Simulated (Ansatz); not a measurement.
# Y2CO2 MXene monolayer in a perpendicular field, part 2 of 2

What dipole does a perpendicular field induce in the Y2CO2 MXene monolayer? A positive field points along +c.

Ansatz 0.2.0; plane-wave DFT, PBE-D3(BJ), Ansatz PAW.

So far. Step 2 (Relaxation): The lattice constant a goes from 3.478 to 3.512 Å.

**3. Atoms held, field 0**

A sawtooth potential applies the field, turning back in the middle of the vacuum. With the dipole correction the typed value is the field outside the slab. The induced dipole is small, so the SCF threshold is tight.

The cell differs from the one that the last finished run ended in (c 41.563 → 23.037 Å).

The input, input.yaml:

```yaml
crystal:
  lattice:
    - [3.5123807048, 0.0, 0.0]
    - [-1.7561903524, 3.0418109181, 0.0]
    - [0.0, 0.0, 23.0367673079]
  atoms:
    - { symbol: O, position: [0.3333333333, 0.6666666667, 0.3906798154] }
    - { symbol: "Y", position: [0.6666666667, 0.3333333333, 0.423383761] }
    - { symbol: C, position: [0.0, 0.0, 0.5] }
    - { symbol: "Y", position: [0.3333333333, 0.6666666667, 0.576616239] }
    - { symbol: O, position: [0.6666666667, 0.3333333333, 0.6093201846] }
kpoints:
  mp_grid: { grid: [18, 18, 1] }
  band_path:
    path: [[0, 0, 0], [0.5, 0, 0], [0.33333333, 0.33333333, 0], [0, 0, 0]]
    npoints: 16
hamiltonian:
  xc: pbe
  dispersion: d3bj
scf:
  occupations: { method: fermi_dirac, width: 0.02585 }
  convergence: { dr2_threshold: 1.0e-10 }
efield:
  axis: 3
  dipole_correction: true
  ramp_position: 0.97
  ramp_width: 0.06
  amplitude: 0
output:
  dos: { projected: true, e_range: [-6, 5] }
  write_potential: true
  write_density: true
  volumetric_format: npy
  elf: true
```

Command:

```
> ansatz run input.yaml --threads 2 --pin off --max-ram 3072MiB --backend cpu --events-out ev --progress --plain --runs-dir out
```

Numbers of over 12 decimals in the logs are rounded to 6 here.

Log:

```text
[...]
Crystal: 5 atoms, lattice volume = 246.125 Å³
Basis set: ecut = 420 eV, 4775 PW (Γ)
Bands: 24, of which v1, the nominal top of the filled ones, is band 19 counted from 1 (18 counted from 0)
Symmetry: 6 space group operations
k-points: 37 of 324 (time reversal used)
[...]
SCF iter   1: F=—  HF=-9087.544240 eV  |F-HF|=—  |Δ(HF+E_count)|=         —  Δρ=4.68e-3  dr2=1.55e-1  ethr=1.77e-3  p=0.000 e·Å  D=2.17e-14 V/Å  ΔV_dip=-0.00 eV  dr2_dipole=2.43e-9  V_vac-E_F(+/−)=5.21/5.21 eV  ⟨swp⟩=8.2  Hψ=4842  notcnv=0
efield: sawtooth ramp at fractional position 0.9700 (set: `efield.ramp_position`, or a place that a band, a saddle search or an elastic batch's reference lends), width 0.0600; the density the first Hamiltonian is built on has a dipole p = 0.000 e·Å; the dipole correction subtracts the counter field D = 2.17e-14 V/Å, which shifts the + side's vacuum level by -0.00 eV against the − side's; the planar-averaged density in the ramp window peaks in size at 3.0e-6 e/Å³
[...]
SCF iter   2: F=—  HF=-9087.524077 eV  |F-HF|=—  |Δ(HF+E_count)|=   2.02e-2  Δρ=4.04e-3  dr2=3.54e-2  ethr=4.09e-4  p=-0.000 e·Å  D=-3.30e-6 V/Å  ΔV_dip=0.00 eV  dr2_dipole=3.92e-10  V_vac-E_F(+/−)=5.64/5.64 eV  ⟨swp⟩=3.1  Hψ=1456  notcnv=0  defer=10
[...]
SCF iter  11: F=-9087.517483 eV  HF=-9087.517483 eV  |F-HF|=1.27e-11  |Δ(HF+E_count)|=  1.44e-10  Δρ=8.61e-8  dr2=1.60e-11  ethr=1.00e-12  p=-0.000 e·Å  D=-7.20e-8 V/Å  ΔV_dip=0.00 eV  dr2_dipole=1.68e-13  V_vac-E_F(+/−)=5.77/5.77 eV  ⟨swp⟩=5.8  Hψ=2674  notcnv=0
SCF 1 converged in 11 iterations: F = -9087.517483 eV  dr2 = 1.60e-11
[...]
NSCF: frozen V_eff on 49 k-points
efield: sawtooth ramp at fractional position 0.9700 (kept from the solve that this one continues, or follows in the run), width 0.0600; the density the first Hamiltonian is built on has a dipole p = -0.000 e·Å; the dipole correction subtracts the counter field D = -7.20e-8 V/Å, which shifts the + side's vacuum level by +0.00 eV against the − side's; the planar-averaged density in the ramp window peaks in size at 1.6e-6 e/Å³
[...]
SCF converged after 11 iterations
Free energy (F): -9087.517483 eV
[...]
Internal energy: -9087.506599 eV  (E = F + TS)
E sigma→0 (E₀):  -9087.512041 eV
Entropy (-TS):   -0.010883 eV (-2.177 meV/atom)
Fermi energy:    -1.205319 eV
Dipole field:    D = 0.000000 V/Å  (p = 0.000001 e·Å, saw-weighted, corrected)
Work function:   Φ+ = 5.7678 eV   Φ− = 5.7679 eV
Levels:          The Fermi level and band energies are counted from a zero that moves with the ramp; work functions are not
[...]
--- Band table (eV; the first three rows and the last of 37) ---
  k-point 0: bands = [... 15 lower, -4.1553, -3.6702, -1.5106, -0.0288, -0.0288, 3.1629, 3.4129, 3.6795, ... 1 higher]
  k-point 1: bands = [... 15 lower, -4.0313, -3.6537, -1.4578, -0.1896, -0.0767, 3.1878, 3.4488, 3.6938, ... 1 higher]
  k-point 2: bands = [... 15 lower, -3.9073, -3.6046, -1.3314, -0.5980, -0.2037, 3.1755, 3.5667, 3.7426, ... 1 higher]
  k-point 36: bands = [... 15 lower, -3.3352, -3.3352, -1.9548, -1.9548, -1.9503, 2.8705, 3.7483, 4.2584, ... 1 higher]
```

It took 12 s on 2 threads of Intel Xeon Platinum 8488C (Sapphire Rapids), shared host; peak memory 0.63 GiB; 24 s of CPU time.

This step gave:

* energy at zero smearing: -9087.5120 eV
* work function, upper face: 5.768 eV
* dipole along the normal: 5.79e-7 e·Å

Running mean over a fixed 2.7 Å (it still follows the layers) of the planar mean; the ramp of the sawtooth is left out. Electron's electrostatic potential energy less the Fermi level against z:

```
z (Å)  electron's electrostatic potential energy less the Fermi level (eV)
  3.5                                                                 5.77
  4.0                                                                 5.77
  4.5                                                                 5.77
  5.0                                                                 5.77
  5.5                                                                 5.76
  6.0                                                                 5.75
  6.5                                                                 5.70
  7.0                                                                 5.44
  7.5                                                                 4.12
  8.0                                                                 1.21
  8.5                                                                -2.16
  9.0                                                                -4.91
  9.5                                                                -6.25
 10.0                                                                -6.92
 10.5                                                                -6.45
 11.0                                                                -4.28
 11.5                                                                -3.04
 12.0                                                                -4.12
 12.5                                                                -6.32
 13.0                                                                -6.95
 13.5                                                                -6.31
 14.0                                                                -5.06
 14.5                                                                -2.40
 15.0                                                                0.963
 15.5                                                                 3.95
 16.0                                                                 5.40
 16.5                                                                 5.69
 17.0                                                                 5.75
 17.5                                                                 5.76
 18.0                                                                 5.77
 18.5                                                                 5.77
 19.0                                                                 5.77
 19.5                                                                 5.77
 20.0                                                                 5.77
```

The density of states has structure finer than the step of the table below, so its rows give means over 0.2 eV, whole bins alone (the curve runs from -6 to 1.99 eV). Peaks (eV: height): -3.33: 9.09, -2.94: 10.4, -2.47: 13.0, -2.22: 17.2, -2.00: 11.7, -0.95: 5.93, 0.04: 7.38.

Density of states against energy, zero at the Fermi level; means over each step:

energy (eV), density of states (states/eV a cell) and a bar:
```
     -3.6        0.0 
     -3.4        3.5 #########
     -3.2        4.2 ###########
     -3.0        7.6 ####################
     -2.8        7.0 ###################
     -2.6        6.1 ################
     -2.4       10.5 ############################
     -2.2       11.2 ##############################
     -2.0        8.2 ######################
     -1.8        2.4 ######
     -1.6        0.0 
     -1.4        0.0 
     -1.2        2.5 #######
     -1.0        3.8 ##########
     -0.8        1.6 ####
     -0.6        2.1 ######
     -0.4        4.1 ###########
     -0.2        4.0 ###########
      0.0        4.5 ############
      0.2        2.6 #######
      0.4        1.9 #####
      0.6        1.1 ###
      0.8        0.9 ##
      1.0        0.7 ##
      1.2        0.2 
      1.4        0.0
```

Projected DOS per atom over height of the atomic layer and energy from the Fermi level. Layers: O Y C Y O from below.

Values in states/eV, 22 rows by 5 columns, each cell a mean:
```
0.00 0.00 0.00 0.00 0.00
0.00 0.00 0.00 0.00 0.00
0.02 0.02 0.37 0.02 0.02
0.03 0.07 0.75 0.07 0.03
0.07 0.17 1.64 0.17 0.07
0.36 0.27 2.72 0.27 0.36
0.31 0.33 2.59 0.33 0.31
0.16 0.19 1.09 0.19 0.16
0.49 0.28 1.43 0.28 0.49
0.04 0.01 0.07 0.01 0.04
1.33 0.18 0.22 0.18 1.33
3.87 0.85 0.59 0.85 3.87
2.90 0.81 0.24 0.81 2.90
2.63 0.95 0.32 0.95 2.63
1.30 0.64 0.42 0.64 1.30
0.02 0.01 0.01 0.01 0.02
0.00 0.00 0.00 0.00 0.00
0.00 0.00 0.00 0.00 0.00
0.00 0.00 0.00 0.00 0.00
0.00 0.00 0.00 0.00 0.00
0.00 0.00 0.00 0.00 0.00
0.00 0.00 0.00 0.00 0.00
```
Columns: height of the atomic layer (Å) from 9 to 14.0 (not evenly spaced); rows upwards: energy from the Fermi level (eV) from -5.96 to 1.96.

The electronic bands at the labelled points (eV, zero at the Fermi level):

```
  point  band 16  band 17  band 18  band 19  band 20  band 21  band 22  band 23
      Γ    -2.95    -2.46    -0.31     1.18     1.18     4.37     4.62     4.88
halfway    -2.40    -2.16    -0.63     0.03     0.58     4.14     5.02     5.16
      M    -1.90    -1.72    -1.28    -0.43     0.30     4.05     5.30     5.41
halfway    -1.95    -1.93    -1.15    -0.47    -0.21     4.25     5.05     5.32
      K    -2.13    -2.13    -0.75    -0.75    -0.74     4.08     4.95     5.46
halfway    -2.21    -2.19    -0.74     0.01     0.24     4.26     4.91     5.46
      Γ    -2.95    -2.46    -0.31     1.18     1.18     4.37     4.62     4.88
```

ELF in the ca plane at fractional y = 0.333, with atoms of Y and O within 0.2 Å of it. It is the smooth field of the valence electrons, not physical close to the nuclei.

Ten even steps from '0' (0.00) to '9' (0.86), each cell a mean:
```
00000000000000011136751134210136775310000000
00000000000000000499995112102589997521000000
00000000000000001897698111113785598521000000
00000000000000001698897111112797798521000000
00000000000000000269983123201368986420000000
00000000000000122212321355310113453200000000
00000000000000245652102677412331000000000000
00000000000001246764113677512541000000000000
00000000000000134421101466411211121100000000
```
Columns run along c (16.0 Å, from fractional 0.11 to 0.81 of the cell), rows up along a (3.5 Å). Atoms in or near the plane, at fractional coordinates: Y at (0.42, 0.67), O at (0.61, 0.67).

Valence density in the ca plane at fractional y = 0.333, with atoms of Y and O within 0.2 Å of it. It is the smooth field of the valence electrons, not physical close to the nuclei.

Values in e/Å³, 5 rows by 16 columns, each cell a mean:
```
0.0 0.0 0.0 0.0 0.0 0.0 0.6 1.6 0.2 0.1 0.2 1.3 0.3 0.0 0.0 0.0
0.0 0.0 0.0 0.0 0.0 0.0 1.5 3.3 0.4 0.1 0.3 5.0 1.0 0.0 0.0 0.0
0.0 0.0 0.0 0.0 0.0 0.0 0.6 1.7 0.2 0.1 0.2 1.5 0.3 0.0 0.0 0.0
0.0 0.0 0.0 0.0 0.0 0.0 0.2 0.2 0.2 0.2 0.3 0.2 0.0 0.0 0.0 0.0
0.0 0.0 0.0 0.0 0.0 0.0 0.2 0.2 0.2 0.2 0.3 0.2 0.0 0.0 0.0 0.0
```
Columns run along c (16.0 Å, from fractional 0.11 to 0.81 of the cell), rows up along a (3.5 Å). Atoms in or near the plane, at fractional coordinates: Y at (0.42, 0.67), O at (0.61, 0.67).

Electrostatic potential energy in the ca plane at fractional y = 0.333, with atoms of Y and O within 0.2 Å of it. With pseudopotentials it is smooth inside the atoms' cores, unlike the true potential.

Ten even steps from '0' (-46 eV) to '9' (5 eV), each cell a mean:
```
99999999999999999864457899998888999999999999
99999999999999998620015899999973379999999999
99999999999999998500003799999930049999999999
99999999999999998500004799999951059999999999
99999999999999998741136899999886699999999999
99999999999999999887678999988888999999999999
99999999999999999998889999987677899999999999
99999999999999999999999999887667899999999999
99999999999999999988888999988778899999999999
```
Columns run along c (16.0 Å, from fractional 0.11 to 0.81 of the cell; values clipped at the 3rd and 97th percentile), rows up along a (3.5 Å). Atoms in or near the plane, at fractional coordinates: Y at (0.42, 0.67), O at (0.61, 0.67).

The work function of the upper face is 5.77 eV.

**4. Single point, field 0.1 V/Å**

Edit input.yaml of step 3 so:

```diff
@@ -27,5 +27,4 @@
   ramp_width: 0.06
-  amplitude: 0
+  amplitude: 0.1
 output:
-  dos: { projected: true, e_range: [-6, 5] }
   write_potential: true
@@ -33,2 +32 @@
   volumetric_format: npy
-  elf: true
```

Log:

```text
[...]
Crystal: 5 atoms, lattice volume = 246.125 Å³
Basis set: ecut = 420 eV, 4775 PW (Γ)
Bands: 24, of which v1, the nominal top of the filled ones, is band 19 counted from 1 (18 counted from 0)
Symmetry: 6 space group operations
k-points: 37 of 324 (time reversal used)
[...]
k-point 0: bands = [... 15 lower, -4.1581, -3.6684, -1.5109, -0.0291, -0.0291, 3.1396, 3.3738, 3.7145, ... 1 higher]
  k-point 1: bands = [... 15 lower, -4.0323, -3.6516, -1.4581, -0.1899, -0.0770, 3.1721, 3.3942, 3.7375, ... 1 higher]
  k-point 2: bands = [... 15 lower, -3.9099, -3.6018, -1.3316, -0.5983, -0.2040, 3.1725, 3.4852, 3.7836, ... 1 higher]
  k-point 36: bands = [... 15 lower, -3.3343, -3.3328, -1.9637, -1.9506, -1.9462, 2.8694, 3.7485, 4.2218, ... 1 higher]
[key lines of the parts left out:]
SCF converged after 15 iterations
Free energy (F): -9087.519239 eV
Fermi energy:    -1.205582 eV
Dipole field:    D = 0.025827 V/Å  (p = 0.035129 e·Å, saw-weighted, corrected)
```

Elapsed: 14 s, on 2 threads; peak memory 0.61 GiB.

The dipole is 0.0351 e·Å.

**5. Atoms held, field -0.1 V/Å**

Edit input.yaml of step 4 so:

```diff
@@ -27,3 +27,3 @@
   ramp_width: 0.06
-  amplitude: 0.1
+  amplitude: -0.1
 output:
```

Log:

```text
[...]
Crystal: 5 atoms, lattice volume = 246.125 Å³
Basis set: ecut = 420 eV, 4775 PW (Γ)
Bands: 24, of which v1, the nominal top of the filled ones, is band 19 counted from 1 (18 counted from 0)
Symmetry: 6 space group operations
k-points: 37 of 324 (time reversal used)
[...]
k-point 0: bands = [... 15 lower, -4.1581, -3.6684, -1.5109, -0.0291, -0.0291, 3.1396, 3.3738, 3.7145, ... 1 higher]
  k-point 1: bands = [... 15 lower, -4.0323, -3.6516, -1.4581, -0.1899, -0.0770, 3.1721, 3.3942, 3.7375, ... 1 higher]
  k-point 2: bands = [... 15 lower, -3.9099, -3.6018, -1.3316, -0.5983, -0.2040, 3.1725, 3.4852, 3.7836, ... 1 higher]
  k-point 36: bands = [... 15 lower, -3.3343, -3.3328, -1.9637, -1.9506, -1.9462, 2.8694, 3.7485, 4.2218, ... 1 higher]
[key lines of the parts left out:]
SCF converged after 15 iterations
Free energy (F): -9087.519239 eV
Fermi energy:    -1.205585 eV
Dipole field:    D = -0.025828 V/Å  (p = -0.035130 e·Å, saw-weighted, corrected)
```

It took 14 s on 2 threads; peak memory 0.59 GiB; 28 s of CPU time.

The dipole is -0.0351 e·Å.

**6. Response, atoms held**

This step: plane-wave DFT, PBE-D3(BJ), Ansatz PAW; response to a field along the normal, atoms held (Ansatz 0.2.0).

The dipoles give the slope, and the difference of two potentials shows where the field is screened.

Numbers from this step:

* equivalent conductor thickness p/(ε₀AE): 5.950 Å
* distance between the outer atoms: 5.037 Å

Dipole of the cell against applied field:

```
applied field (V/Å)  dipole of the cell (e·Å)
            -0.1000                   -0.0351
             0.0000                    5.8e-7
             0.1000                    0.0351
```

Local field over the applied field, running mean. From the potentials at -0.1 and 0.1 V/Å; running mean over 2.5 Å. The local field over applied field by z:

```
z (Å)  local field over applied field
 4.03                           1.000
 4.46                           1.000
 4.90                           0.999
 5.18                           0.998
 5.62                           0.994
 6.05                           0.984
 6.48                           0.960
 6.91                           0.908
 7.20                           0.850
 7.63                           0.734
 8.06                           0.596
 8.49                           0.448
 8.93                           0.318
 9.36                           0.220
 9.65                           0.175
10.08                           0.132
10.51                           0.113
10.94                           0.113
11.37                           0.119
11.66                           0.119
12.09                           0.113
12.53                           0.113
12.96                           0.132
13.39                           0.175
13.68                           0.220
14.11                           0.318
14.54                           0.448
14.97                           0.596
15.41                           0.734
15.84                           0.850
16.13                           0.908
16.56                           0.960
16.99                           0.984
17.42                           0.994
17.85                           0.998
18.14                           0.999
18.57                           1.000
19.01                           1.000
```

The induced electron density oscillates, so the rows of the table below give means over windows of 0.5 Å about each position, cut where the curve ends. Its maxima inside the range that stand out by 2 % of the span (Å: e/Å³ per V/Å): 8.35: 0.00334, 9.07: 0.00199, 10.80: 8.2e-4, 12.96: 7.4e-4, 14.25: -0.00158. Its minima: 8.78: 0.00158, 10.08: -7.4e-4, 12.24: -8.2e-4, 13.97: -0.00199, 14.69: -0.00334.

Electrons, planar mean, per unit field. Table of induced electron density by z; means over each step:

z (Å), induced electron density (e/Å³ per V/Å) and a bar from the least value:
```
      4.5    0.00000 ###############
      5.0    0.00001 ###############
      5.5    0.00002 ###############
      6.0    0.00007 ################
      6.5    0.00021 ################
      7.0    0.00059 ##################
      7.5    0.00145 #######################
      8.0    0.00281 ##############################
      8.5    0.00274 ##############################
      9.0    0.00175 ########################
      9.5    0.00034 #################
     10.0   -0.00064 ############
     10.5    0.00022 ################
     11.0    0.00055 ##################
     11.5    0.00001 ###############
     12.0   -0.00051 #############
     12.5   -0.00030 ##############
     13.0    0.00063 ###################
     13.5   -0.00021 ##############
     14.0   -0.00171 ######
     14.5   -0.00263 #
     15.0   -0.00290 
     15.5   -0.00154 #######
     16.0   -0.00063 ############
     16.5   -0.00023 ##############
     17.0   -0.00008 ###############
     17.5   -0.00002 ###############
     18.0   -0.00001 ###############
     18.5    0.00000 ###############
     19.0    0.00000 ###############
```

By hand: between -0.1 and 0.1 V/Å the dipole changes by 0.07026 e·Å, a slope of 0.3513 e·Å²/V. A perfect conductor of thickness t has p = ε₀AEt, so t = 180.95 × 0.3513 / 10.684 = 5.95 Å (e/ε₀ = 180.95 V·Å, A in Å²).

The induced dipole is that of a conductor 5.95 Å thick.

**7. Summary of results**

```json
{
 "gap without field": "none",
 "work function, upper face": "5.77 eV",
 "equivalent conductor thickness, atoms held": "5.95 Å"
}
```

What this shows: The induced dipole equals that of a perfect conductor 5.95 Å thick, while the outer atoms lie 5.04 Å apart. There is no gap over 0.03 eV, with or without the field. The main runs have no spin polarisation; a magnetic state could lie lower and would change these results. Spin-orbit coupling is left out. The MXene's terminations sit over the metal atoms of its far layer; the site over carbon or nitrogen, which some compounds prefer, was not run.

[Logs are printed without paths, hosts, clocks, repeated set-up lines and the standing remarks that a program may print on its own settings, such as how far it seeks lower states.]

[Hosts, paths, dates, database ids (printed as entryN), source tags and the programs' standing remarks are cut or masked in the printed files.]

[Maps of the electrostatic potential energy from Ansatz leave out the sawtooth potential of an applied field or a dipole correction, so their vacuum need not be flat; planar profiles and work functions include it.]

[The density of states shown here was stored with 400 of the rows of the run's finer table, so its peaks can read low, often by over a quarter, or be missed, and its means over a window can be off by a tenth or more.]
